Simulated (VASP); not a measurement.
# MoS2: single point with PBE

Crystal: MoS2.

```xyz
6
Lattice="3.1730 0.0000 0.0000 -1.5865 2.7479 0.0000 0.0000 0.0000 12.4359" Properties=species:S:1:pos:R:3 pbc="T T T"
Mo    0.0000    1.8319    3.1090
Mo    1.5865    0.9160    9.3269
S     1.5865    0.9160    4.6647
S     1.5865    0.9160    1.5532
S     0.0000    1.8319   10.8826
S     0.0000    1.8319    7.7712
```

The cell was built by a generator and needn't be a form met in nature.

```json
{
 "Program": "VASP 6.6.1",
 "Task": "single point",
 "Functional": "PBE",
 "Potentials or basis": "VASP PAW PBE potentials, release 64 (Mo_sv, S)",
 "Cutoff": "520 eV",
 "k mesh": "9 × 9 × 2",
 "Occupations": "gaussian, width 0.01 eV",
 "Spin": "no spin polarisation"
}
```

- Pressure: 2.3 GPa
- Largest force: 0.098 eV/Å
- Band gap on the k mesh: 1.02 eV, indirect (least direct gap 1.64 eV)

Forces in eV/Å, atoms in the order of the input:
```
Mo   0.000  0.000  0.000
Mo   0.000  0.000  0.000
S    0.000  0.000  0.098
S    0.000  0.000 -0.098
S    0.000  0.000  0.098
S    0.000  0.000 -0.098
```

Stress tensor (GPa, compression positive):
```
1.80 0.00 0.00
0.00 1.80 0.00
0.00 0.00 3.15
```

Levels at points of the mesh, in eV from the valence-band top:
```csv
k point,band 22,band 23,band 24,band 25,band 26,band 27,band 28,band 29,band 30,band 31
"(0.00, 0.00, 0.00)",-2.16,-2.16,-1.25,-1.08,0.00,2.11,2.11,2.14,2.14,2.31
"(0.00, 0.00, 0.50)",-2.18,-2.18,-2.18,-0.27,-0.27,2.12,2.12,2.12,2.12,2.39
```

Wall time 100 s on 1 thread of Intel(R) Xeon(R) Platinum 8259CL CPU @ 2.50GHz (Skylake/Cascade Lake), on a shared host, peak memory 0.25 GiB.

The gap isn't set beside the measured one, since this odd mesh misses points on the zone boundary.

Caveat: an odd mesh through Γ misses points on the zone boundary, where band edges often lie; this functional lacks dispersion, which binds the layers, so the pressure and a relaxed spacing across them are unreliable.
